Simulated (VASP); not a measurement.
Write the native input for VASP 6.6.1 that does the following.

| Quantity | Value |
| --- | --- |
| Task | relaxation of cell and atoms |
| Functional | PBE |
| Potentials or basis | VASP PAW PBE potentials, release 64 (Si, O) |
| Cutoff | 600 eV |
| k mesh | 6 × 6 × 5 |
| Occupations | gaussian, width 0.02 eV |
| Spin | no spin polarisation |
| Further INCAR settings | ALGO = Normal; EDIFF = 1e-06; IBRION = 2; EDIFFG = -0.005; NSW = 80; ISIF = 3 |

The structure of SiO2 lies in POSCAR:

```
SiO2                                    
1.0
    5.0752275422      0.0000000000      0.0000000000
   -0.0000000000      5.0752275422     -0.0000000000
   -0.0000000000     -0.0000000000      7.0864443874
  Si              O             
     4     8
Direct
     0.7048596244104890    0.7048596244104890    0.5000000000000000
     0.7951403755895110    0.2048596244104890    0.7500000000000000
     0.2048596244104890    0.7951403755895110    0.2500000000000000
     0.2951403755895108    0.2951403755895108    0.0000000000000000
     0.9044248983451068    0.7591799786295721    0.3249443887562646
     0.0955751016548933    0.2408200213704283    0.8249443887562645
     0.7591799786295721    0.9044248983451068    0.6750556112437355
     0.2591799786295719    0.5955751016548932    0.0749443887562645
     0.2408200213704283    0.0955751016548933    0.1750556112437355
     0.4044248983451069    0.7408200213704279    0.4250556112437354
     0.5955751016548932    0.2591799786295719    0.9250556112437355
     0.7408200213704279    0.4044248983451069    0.5749443887562645
```

The cell is a database's computed one.

One way to write it, as run:

INCAR

```
PREC     = Accurate       # precision mode
ENCUT    = 600            # plane-wave cutoff, eV
EDIFF    = 1E-6           # SCF threshold, eV
ISMEAR   = 0              # smearing method
SIGMA    = 0.02           # smearing width, eV
LREAL    = F              # projectors in reciprocal space
LASPH    = T              # aspherical terms in the spheres
NELM     = 120            # most SCF steps
ALGO     = Normal         # electronic algorithm
ISIF     = 3              # what is computed and relaxed
LWAVE    = F              # write WAVECAR
LCHARG   = F              # write CHGCAR
GGA      = PE             # functional
IBRION   = 2              # ionic algorithm
NSW      = 80             # ionic steps
EDIFFG   = -0.005         # ionic threshold
KPAR     = 8
```

KPOINTS

```
regular mesh
0
Gamma
  6 6 5
```

Potentials or basis: VASP PAW PBE potentials, release 64 (Si, O).

Command:

```sh
$ cat potpaw_PBE.64/Si/POTCAR potpaw_PBE.64/O/POTCAR > POTCAR
$ mpirun -np 8 vasp_std > vasp.out
```

It gave:

- Relaxed volume: 15.20 Å³/atom
- Relaxed cell: a = 5.075 Å, b = 5.075 Å, c = 7.085 Å, α = 90.00°, β = 90.00°, γ = 90.00°
- Space group after relaxing (to 0.05 Å): P4_12_12 (No. 92)
- Energy gained by relaxing: 0.0 meV/atom
- Ionic steps: 3
- Pressure after relaxing: 0.0 GPa
- Band gap on the k mesh: 5.53 eV, direct

Caveat: an odd mesh through Γ misses points on the zone boundary, where band edges often lie.

It took 46 s on 8 MPI ranks on AMD EPYC 9R45 (Zen 5) (shared host), peak memory 0.43 GiB a rank.
